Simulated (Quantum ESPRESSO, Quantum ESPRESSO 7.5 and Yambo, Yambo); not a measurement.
**CdS (Hawleyite): G0W0 on several meshes in Yambo**

Aim: the GW shift of CdS (Hawleyite) against the k mesh.

Method: PBE and many-body steps on it, plane waves, in Quantum ESPRESSO 7.5 and Yambo 5.3.0.

Report form: the programs' logs are mostly left out.

### Step 1. The starting structure

The structure is cubic, space group F-43m (No. 216). Conventional cell: a = 5.833 Å, b = 5.833 Å, c = 5.833 Å, α = 90.00°, β = 90.00°, γ = 90.00°. Nearest to Cd lie 4 S at 2.53 Å. Nearest to S lie 4 Cd at 2.53 Å. Farther neighbours and most contacts between anions are not listed.

The cell and positions come from the Crystallography Open Database and are kept as given unless a step says otherwise.

### Step 2. Empty states on the mesh, 4×4×4 mesh, 331 bands

This step: Quantum ESPRESSO 7.5; DFT, PBE, plane waves, norm-conserving pseudopotentials.

The sums over transitions need many empty states on a uniform mesh; this step solves for them.

File pw.in:

```
&control
  calculation = 'nscf'
  prefix = 'x'
  outdir = 'o'
  pseudo_dir = 'pseudo'
/
&system
  ibrav = 0
  nat = 2
  ntyp = 2
  ecutwfc = 94.0
  nbnd = 331
  force_symmorphic = .true.
/
&electrons
  conv_thr = 1e-9
  electron_maxstep = 80
  diago_full_acc = .true.
  diago_thr_init = 5e-6
/
ATOMIC_SPECIES
  Cd 112.41 Cd.upf
  S 32.06 S.upf
CELL_PARAMETERS angstrom
  -0.0000000000 2.9165000000 2.9165000000
  2.9165000000 -0.0000000000 2.9165000000
  2.9165000000 2.9165000000 -0.0000000000
ATOMIC_POSITIONS crystal
  Cd 0.0000000000 0.0000000000 0.0000000000
  S 0.2500000000 0.2500000000 0.2500000000
K_POINTS automatic
  4 4 4 0 0 0
```

Started as:

```
> OMP_NUM_THREADS=1 mpirun -n 4 pw.x -nk 4 -in pw.in > pw.out
```

It took 50 s on 4 MPI ranks of Arm Neoverse V1, shared host; peak memory 0.81 GiB.

This step gave:

```yaml
gap: 1.145 eV
k_of_the_valence_top: 0, 0, 0
k_of_the_conduction_bottom: 0, 0, 0
least_direct_gap: 1.145 eV
k_points_computed: 8
lowest_point_of_the_top_converged_band_above_the_valence_top: 189.0455 eV
```

On this mesh the gap is 1.145 eV.

The density comes from a self-consistent run that is not shown.

### Step 3. Conversion and set-up

This step: Yambo 5.3.0; conversion and set-up on PBE, plane waves, norm-conserving pseudopotentials.

The states are converted to the many-body program's format and the q mesh is built.

Started as:

```
> (cd o/x.save; p2y > p2y.log; mv SAVE ../..); yambo > setup.log
```

The job ended after 3 s (1 MPI rank; peak memory 0.25 GiB).

### Step 4. 4×4×4

G0W0 replaces the xc potential by the self-energy, built once from these orbitals. Only a window of levels is corrected, while the sums run over the empty bands that the input names.

This step: G0W0 on PBE, plane waves, norm-conserving pseudopotentials.

File gw2.in:

```
HF_and_locXC
gw0
dyson
ppa
em1d
rim_cut
RandQpts= 1000000
RandGvec= 1 RL
EXXRLvcs= 94 Ry
VXCRLvcs= 376 Ry
Chimod= "HARTREE"
% BndsRnXp
 1 | 142 |
%
NGsBlkXp= 10.5 Ry
% LongDrXp
 1 | 1 | 1 |
%
% GbndRnge
 1 | 142 |
%
DysSolver= "n"
ExtendOut
PPAPntXp= 27.21138 eV
% QPkrange
 1 | 1 | 12 | 15 |
%
```

Started as:

```
> OMP_NUM_THREADS=1 mpirun -n 4 yambo -F gw2.in -J gw2 -C gw2 > gw2.log
```

The job ended after 76 s (4 MPI ranks; peak memory 1.8 GiB; 5 min of CPU time).

This step gave:

* G0W0 gap on the points computed: 2.136 eV
* starting gap on the mesh: 1.145 eV
* k of the valence top: 0, 0, 0
* k of the conduction bottom: 0, 0, 0
* least direct G0W0 gap on the computed points: 2.136 eV
* Z at the valence top: 0.7869
* Z at the conduction bottom: 0.8161

The gap on the mesh goes from 1.14 eV to 2.14 eV, a correction of +0.99 eV.

### Step 5. Empty states on the mesh, 2×2×2 mesh, 142 bands

This step: Quantum ESPRESSO 7.5; DFT, PBE, plane waves, norm-conserving pseudopotentials.

pw.in: that of step 2 with these lines changed.

```diff
@@ -11,3 +11,3 @@
   ecutwfc = 94.0
-  nbnd = 331
+  nbnd = 142
   force_symmorphic = .true.
@@ -31,2 +31,2 @@
 K_POINTS automatic
-  4 4 4 0 0 0
+  2 2 2 0 0 0
```

Started as:

```
> OMP_NUM_THREADS=1 mpirun -n 4 pw.x -nk 4 -in pw.in > pw.out
```

It took 8.2 s on 4 MPI ranks; peak memory 0.4 GiB; 32 s of CPU time.

This step gave:

```yaml
gap: 1.145 eV
k_of_the_valence_top: 0, 0, 0
k_of_the_conduction_bottom: 0, 0, 0
least_direct_gap: 1.145 eV
k_points_computed: 3
lowest_point_of_the_top_converged_band_above_the_valence_top: 98.3047 eV
```

On this mesh the gap is 1.145 eV.

### Step 6. Conversion and set-up

This step: Yambo 5.3.0; conversion and set-up on PBE, plane waves, norm-conserving pseudopotentials.

Started as:

```
> (cd o/x.save; p2y > p2y.log; mv SAVE ../..); yambo > setup.log
```

Wall time 2.7 s (1 MPI rank); peak memory 0.25 GiB.

### Step 7. 2×2×2

This step: G0W0 on PBE, plane waves, norm-conserving pseudopotentials.

File gw11.in:

```
HF_and_locXC
gw0
dyson
ppa
em1d
rim_cut
RandQpts= 1000000
RandGvec= 1 RL
EXXRLvcs= 94 Ry
VXCRLvcs= 376 Ry
Chimod= "HARTREE"
% BndsRnXp
 1 | 142 |
%
NGsBlkXp= 10.5 Ry
% LongDrXp
 1 | 1 | 1 |
%
% GbndRnge
 1 | 142 |
%
DysSolver= "n"
ExtendOut
PPAPntXp= 27.21138 eV
% QPkrange
 1 | 1 | 12 | 15 |
%
```

Started as:

```
> OMP_NUM_THREADS=1 mpirun -n 4 yambo -F gw11.in -J gw11 -C gw11 > gw11.log
```

Run time: 8.2 s. Hardware: 4 MPI ranks; peak memory 1.4 GiB; 28 s of CPU time.

This step gave:

- G0W0 gap on the points computed: 1.937 eV
- starting gap on the mesh: 1.145 eV
- k of the valence top: 0, 0, 0
- k of the conduction bottom: 0, 0, 0
- least direct G0W0 gap on the computed points: 1.937 eV
- Z at the valence top: 0.7835
- Z at the conduction bottom: 0.8099

Against G0W0 in Yambo (4×4×4 mesh, 142 bands, screening to 142.9 eV, Godby-Needs plasmon pole), the gap moves by −0.199 eV.

### Step 8. Side by side

Times are wall times on 4 MPI ranks of Arm Neoverse V1, shared host, good to a factor of about two.

| run | mesh | bands | screening cutoff (eV) | DFT gap (eV) | gap on the mesh (eV) | direct (eV) | time |
| --- | --- | --- | --- | --- | --- | --- | --- |
| 4×4×4 | 4×4×4 | 142 | 142.9 | 1.145 | 2.136 | 2.136 | 76 s |
| 2×2×2 | 2×2×2 | 142 | 142.9 | 1.145 | 1.937 | 1.937 | 8.2 s |

### Step 9. Summary of results

```yaml
4x4x4: 2.136 eV
2x2x2: 1.937 eV
known_limits: not at the basis limit; no spin-orbit coupling; coarse k mesh
```

In words: 2×2×2: −0.199 eV against 4×4×4. Bands and cutoff are finite, so the gap is not at the basis limit. The miss can reach some tenths of an eV and take either sign; the mesh is an error of its own. In the G0W0 runs levels were corrected at 1 k point alone, so a gap called «on the mesh» is the least over those, and an edge elsewhere would be missed. The 4×4×4 mesh is coarse for this cell, which bears on the long-range parts of exchange and screening. Mesh or cutoff lie under what a gap needs, so these runs test behaviour and cost; their gaps are not to be quoted. The many-body steps are scalar-relativistic: spin-orbit coupling is not in them.

[Paths, hosts, dates, memory and timing lines, banners, echoed tables and standing remarks are left out of the program output.]

[Logs are printed without paths, hosts, clocks, repeated set-up lines and the standing remarks that a program may print on its own settings, such as how far it seeks lower states.]

[Runs of the session that timed out or met a known fault of the program may be left out.]

[Hosts, paths, dates, database ids (printed as entryN), source tags and the programs' standing remarks are cut or masked in the printed files.]
